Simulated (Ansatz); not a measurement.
Sr started on a Cl site and Cl started on a Sr site, 5.73 Å apart on the ideal sites in fluorite SrCl2, 96 atoms, charge 0

These are results of Ansatz, DFT, PBEsol, PAW, plane waves, not measurements.

Command:

```sh
ansatz run in.yaml --threads 8 --pin off --max-ram 118750MiB --runs-dir r --events-out ev --progress --plain --backend cuda --devices 0,
```

The input less its lattice and atoms:

```yaml
crystal:
  symmetry: { detect: false }
kpoints:
  mp_grid: { grid: [1, 1, 1], shift: [0.25, 0.25, 0.25] }
hamiltonian:
  xc: pbesol
scf:
  occupations: { method: fermi_dirac, width: 0.01 }
relax:
  f_tol: 0.03
  max_steps: 80
  escape_saddle: false
  adjacent_minimum: "off"
output:
  forces: true
  eigenvalues: true
  populations: true
```

Start:

```xyz
96
Lattice="13.8162 0.0000 0.0000 0.0000 13.8162 0.0000 0.0000 0.0000 13.8162" Properties=species:S:1:pos:R:3 pbc="T T T"
Cl    5.1644    1.7570    1.7139
Cl    5.2459    1.7301    8.6457
Cl    5.1911    8.6262    1.7387
Cl   12.0879    1.7415    1.7378
Cl   12.0605    1.7594    8.6437
Cl   12.1287    8.6382    1.7276
Cl   12.0934    8.6366    8.6061
Cl    1.7259    5.1707    1.7152
Cl    1.7074    5.1846    8.6491
Cl    1.7197   12.1053    1.6955
Cl    1.7347   12.0503    8.6490
Cl    8.6625    5.1883    1.7170
Cl    8.6532    5.2089    8.6290
Cl    8.6387   12.0981    1.7338
Cl    8.6720   12.0708    8.6286
Cl    1.7277    1.7494    5.1936
Cl    1.7433    1.6872   12.1003
Cl    1.7308    8.6442    5.1635
Cl    1.7656    8.6320   12.1102
Cl    8.5837    1.7307    5.1621
Cl    8.6196    1.6986   12.1133
Cl    8.6390    8.6198    5.1747
Cl    8.6464    8.6325   12.0958
Cl   13.8046    6.9332    6.9386
Cl    1.7426    1.7524    1.7244
Cl    1.7281    1.7304    8.6139
Cl    1.7773    8.6023    1.7569
Cl    1.7286    8.6729    8.6113
Cl    8.6232    1.7235    1.7221
Cl    8.6141    1.7424    8.6118
Cl    8.6584    8.6105    1.7257
Cl    8.6239    8.6473    8.6160
Cl    5.1613    5.1812    5.2018
Cl    5.1664    5.1841   12.0808
Cl    5.1517   12.0822    5.1934
Cl    5.1427   12.0774   12.1080
Cl   12.0811    5.1724    5.1938
Cl   12.1097    5.1588   12.1174
Cl   12.0577   12.1105    5.1820
Cl   12.1329   12.0775   12.0747
Cl    5.1726    5.1676    1.7335
Cl    5.2190    5.1685    8.6263
Cl    5.1808   12.1107    1.7148
Cl    5.1847   12.0674    8.6404
Cl   12.1121    5.1604    1.7209
Cl   12.0957    5.1983    8.6609
Cl   12.0680   12.0761    1.7246
Cl   12.1027   12.1018    8.6488
Cl    5.1575    1.7004    5.1808
Cl    5.1821    1.7559   12.0689
Cl    5.1925    8.6033    5.1723
Cl    5.1730    8.6441   12.1141
Cl   12.1158    1.7624    5.1639
Cl   12.0772    1.7082   12.1033
Cl   12.1339    8.6515    5.1246
Cl   12.0638    8.6368   12.0705
Cl    1.7409    5.2150    5.1670
Cl    1.7288    5.2121   12.0831
Cl    1.7159   12.0921    5.1619
Cl    1.7694   12.0689   12.0991
Cl    8.6649    5.1723    5.2218
Cl    8.6491    5.1931   12.1063
Cl    8.6355   12.0679    5.1850
Cl    8.6529   12.1482   12.1228
Sr    5.1758    8.6402    8.6329
Sr   13.8151   13.8085   13.8037
Sr    0.0028   13.7913    6.9287
Sr   13.7879    6.8983    0.0119
Sr    6.8741   13.7943    0.0093
Sr    6.9212   13.7784    6.8856
Sr    6.8968    6.9247   13.7878
Sr    6.9113    6.8711    6.9163
Sr    3.4781    3.4405    0.0104
Sr    3.4242    3.4609    6.9183
Sr    3.4693   10.3580   13.7956
Sr    3.4542   10.3911    6.8934
Sr   10.3739    3.4277    0.0056
Sr   10.3625    3.4426    6.9300
Sr   10.3675   10.3484   13.7986
Sr   10.3232   10.3706    6.9199
Sr    3.4194   13.8054    3.4540
Sr    3.4701    0.0249   10.3679
Sr    3.4547    6.9215    3.4533
Sr    3.4343    6.8746   10.4041
Sr   10.3676   13.7851    3.4504
Sr   10.3365    0.0195   10.3466
Sr   10.3461    6.9381    3.4843
Sr   10.3617    6.8911   10.3209
Sr    0.0043    3.4704    3.4531
Sr    0.0168    3.4574   10.3754
Sr   13.7954   10.3557    3.4779
Sr    0.0213   10.3490   10.3765
Sr    6.8779    3.4560    3.4328
Sr    6.9304    3.4875   10.3339
Sr    6.8885   10.3718    3.4770
Sr    6.9115   10.3658   10.3739
```

Steps:

| step | energy less the first (eV) | largest force component (eV/Å) |
| --- | --- | --- |
| start | 0.000 | 2.461 |
| 1 | -3.438 | 1.707 |
| 2 | -6.145 | 1.524 |
| 3 | -7.697 | 1.075 |
| 4 | -8.746 | 0.521 |
| 5 | -9.289 | 0.311 |
| 6 | -9.508 | 0.351 |
| 7 | -9.717 | 0.437 |
| 8 | -9.951 | 0.528 |
| 9 | -10.214 | 0.596 |
| 10 | -10.497 | 0.528 |
| 11 | -10.690 | 0.231 |
| 12 | -10.808 | 0.161 |
| 13 | -10.907 | 0.147 |
| 14 | -10.995 | 0.133 |
| 15 | -11.091 | 0.191 |
| 16 | -11.220 | 0.265 |
| 17 | -11.372 | 0.340 |
| 18 | -11.528 | 0.380 |
| 19 | -11.664 | 0.291 |
| 20 | -11.755 | 0.234 |
| 21 | -11.817 | 0.050 |
| 22 | -11.841 | 0.017 |
| 23 | -11.843 | 0.006 |

End:

```
Cl Sr
1.0
    13.81622    0.00000    0.00000
     0.00000   13.81622    0.00000
     0.00000    0.00000   13.81622
Cl Sr
64 32
Direct
  0.37685 0.12081 0.12092
  0.37748 0.12554 0.62093
  0.37746 0.62088 0.12572
  0.87706 0.12212 0.12213
  0.87759 0.12162 0.62072
  0.87757 0.62069 0.12159
  0.74446 0.73024 0.73024
  0.12759 0.37095 0.12439
  0.13207 0.35941 0.63221
  0.12917 0.87080 0.11534
  0.12501 0.87453 0.61689
  0.62711 0.36980 0.11943
  0.62820 0.37604 0.61837
  0.62646 0.87013 0.12838
  0.62010 0.89226 0.62117
  0.12759 0.12429 0.37100
  0.12921 0.11524 0.87089
  0.13184 0.63204 0.35959
  0.12505 0.61678 0.87466
  0.62714 0.11943 0.36978
  0.62645 0.12838 0.87010
  0.62794 0.61832 0.37591
  0.62019 0.62109 0.89219
  0.90328 0.61204 0.61209
  0.12526 0.12281 0.12291
  0.12821 0.11744 0.62180
  0.12819 0.62171 0.11761
  0.17688 0.62762 0.62774
  0.62859 0.12075 0.12073
  0.62812 0.13112 0.62006
  0.62810 0.62011 0.13098
  0.57445 0.61876 0.61864
  0.38052 0.36947 0.36964
  0.37226 0.36991 0.87560
  0.37226 0.87539 0.37010
  0.38784 0.87208 0.87220
  0.87801 0.37250 0.37240
  0.87317 0.37570 0.87514
  0.87315 0.87517 0.37570
  0.88588 0.87457 0.87454
  0.37484 0.36955 0.12379
  0.37814 0.41957 0.62438
  0.37807 0.87024 0.12194
  0.37695 0.83140 0.62301
  0.87615 0.37060 0.12298
  0.86996 0.36696 0.63302
  0.87735 0.87270 0.12286
  0.88446 0.88157 0.61937
  0.37484 0.12365 0.36957
  0.37809 0.12185 0.87028
  0.37787 0.62409 0.41987
  0.37704 0.62281 0.83173
  0.87615 0.12300 0.37064
  0.87738 0.12285 0.87275
  0.86969 0.63308 0.36691
  0.88452 0.61935 0.88152
  0.13253 0.37101 0.37115
  0.11288 0.35592 0.88726
  0.11290 0.88711 0.35607
  0.13310 0.86553 0.86564
  0.63743 0.35827 0.35830
  0.62544 0.37846 0.86791
  0.62544 0.86790 0.37847
  0.64396 0.89229 0.89227
  0.37501 0.62681 0.62712
  0.00304 0.99777 0.99784
  0.99930 0.00399 0.49392
  0.99929 0.49392 0.00406
  0.50249 0.00091 0.00094
  0.50435 0.00464 0.49097
  0.50432 0.49100 0.00462
  0.52286 0.47321 0.47327
  0.25049 0.24102 0.00022
  0.24313 0.24901 0.49378
  0.25161 0.74738 0.99505
  0.22466 0.76870 0.47264
  0.75314 0.24894 0.99534
  0.76264 0.25243 0.49826
  0.75772 0.74568 0.99898
  0.76418 0.74382 0.51126
  0.25044 0.00003 0.24119
  0.25164 0.99489 0.74748
  0.24312 0.49371 0.24923
  0.22477 0.47255 0.76885
  0.75317 0.99535 0.24895
  0.75769 0.99905 0.74567
  0.76251 0.49824 0.25236
  0.76433 0.51127 0.74368
  0.00008 0.25384 0.25392
  0.99559 0.24633 0.74409
  0.99555 0.74411 0.24643
  0.99079 0.74407 0.74403
  0.50307 0.24237 0.24241
  0.50763 0.25056 0.74818
  0.50763 0.74821 0.25052
  0.54432 0.76877 0.76877
```

Self-consistency was reached.

Time: 62 s of wall time on one NVIDIA GB300 with 8 processor threads, on a host shared with other runs; peak host memory 2.4 GiB.

Problem. How much energy did the relaxation gain, and which atom moved most?

Solution. 11.84 eV in 23 steps, from a start with small random displacements; atom 7 (Cl) moved 2.75 Å, the median atom 0.12 Å (drift of the whole cell removed).

The one k point has no symmetry partners, which can distort the end along one axis.
